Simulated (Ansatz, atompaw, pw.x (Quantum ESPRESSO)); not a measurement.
What a changed setting does to a pw.x run (fcc Te)

Potential: PAW, atompaw 4.2.0.5, PBEsol; core [Kr] 4d10, reference 5s2 5p4; waves: 5s (bound): rc 1.85 bohr; 5s channel at 1.5 Ry: rc 2.55 bohr; 5p (bound): rc 2.50 bohr; 5p channel at 2.1 Ry: rc 2.55 bohr; 5d channel at 0.4 Ry: rc 2.55 bohr; 5d channel at 2.25 Ry: rc 2.55 bohr; local part: ultrasoft scheme with l = 3 at 0 Ry, radius 2.10 bohr; core correction: smooth core density matched at 1.40 bohr; augmentation: sinc compensation charge, radius 2.15 bohr; PAW radius 2.55 bohr; waves and projectors: custom polynom2 7 10 vanderbiltortho.

The reference run (k-mesh 12³, cutoffs 45/450 Ry, Fermi–Dirac 0.01 Ry, mixing_beta 0.4, conv_thr 1e-9, no spin) gives -0.72 GPa at 26.840 Å³/atom, where all-electron LAPW gives 0.12 GPa. This run, with its own iteration cap, changes ecutrho/ecutwfc to 3.

```
&control
  calculation='scf', prefix='x', pseudo_dir='./', outdir='./tmp', tstress=.true., disk_io='none'
/
&system
  ibrav=0, nat=1, ntyp=1, ecutwfc=45, ecutrho=135, nbnd=10,
  occupations='smearing', smearing='fd', degauss=0.01
/
&electrons
  conv_thr=1e-09, mixing_beta=0.4, electron_maxstep=50
/
ATOMIC_SPECIES
Te 1.0 Te.UPF
CELL_PARAMETERS angstrom
  0.00000000 2.37638885 2.37638885
  2.37638885 0.00000000 2.37638885
  2.37638885 2.37638885 0.00000000
ATOMIC_POSITIONS crystal
Te 0.0000 0.0000 0.0000
K_POINTS automatic
12 12 12 0 0 0
```

```bash
pw.x < Te.scf.in > Te.scf.out
```

Q: How does the run end?

A: It converges in 6 iterations; the free energy moves by -1.3 meV/atom and the pressure by -0.08 GPa. Below 4 the density is truncated and F is no longer variational, so a small shift in one case is no licence.

```
Message from routine set_cutoff:
     ecutrho < 4*ecutwfc, are you sure?
     Message from routine setup:
     using ibrav=0 with symmetry is DISCOURAGED, use correct ibrav instead
     lattice parameter (alat)  =       6.3508  a.u.
     unit-cell volume          =     181.1253 (a.u.)^3
     number of electrons       =         6.00
     number of Kohn-Sham states=           10
     kinetic-energy cutoff     =      45.0000  Ry
     charge density cutoff     =     135.0000  Ry
     scf convergence threshold =      1.0E-09
     Exchange-correlation= SLA PW PSX PSC
     number of k points=    72  Fermi-Dirac smearing, width (Ry)=  0.0100
     iteration #  1     ecut=    45.00 Ry     beta= 0.40
     c_bands:  1 eigenvalues not converged
     c_bands:  1 eigenvalues not converged
     c_bands:  1 eigenvalues not converged
     c_bands:  2 eigenvalues not converged
     c_bands:  1 eigenvalues not converged
     c_bands:  1 eigenvalues not converged
     [... 16 repeated lines left out ...]
     total energy              =    -356.75844268 Ry
     estimated scf accuracy    <       0.00171887 Ry
     iteration #  2     ecut=    45.00 Ry     beta= 0.40
     [... 1 repeated lines left out ...]
     total energy              =    -356.75880285 Ry
     estimated scf accuracy    <       0.00053355 Ry
     iteration #  3     ecut=    45.00 Ry     beta= 0.40
     [... 2 repeated lines left out ...]
     total energy              =    -356.75884869 Ry
     estimated scf accuracy    <       0.00000355 Ry
     iteration #  4     ecut=    45.00 Ry     beta= 0.40
     total energy              =    -356.75885227 Ry
     estimated scf accuracy    <       0.00000096 Ry
     iteration #  5     ecut=    45.00 Ry     beta= 0.40
     total energy              =    -356.75885231 Ry
     estimated scf accuracy    <       0.00000011 Ry
     iteration #  6     ecut=    45.00 Ry     beta= 0.40
     the Fermi energy is     8.4980 ev
!    total energy              =    -356.75885235 Ry
     estimated scf accuracy    <          8.1E-10 Ry
     smearing contrib. (-TS)   =      -0.00406894 Ry
     convergence has been achieved in   6 iterations
          total   stress  (Ry/bohr**3)                   (kbar)     P=       -7.99
     Message from routine punch:
     Nothing written, as per user request (disk_io='none')
```

The run took about 6.4 s on one core of a shared server CPU.
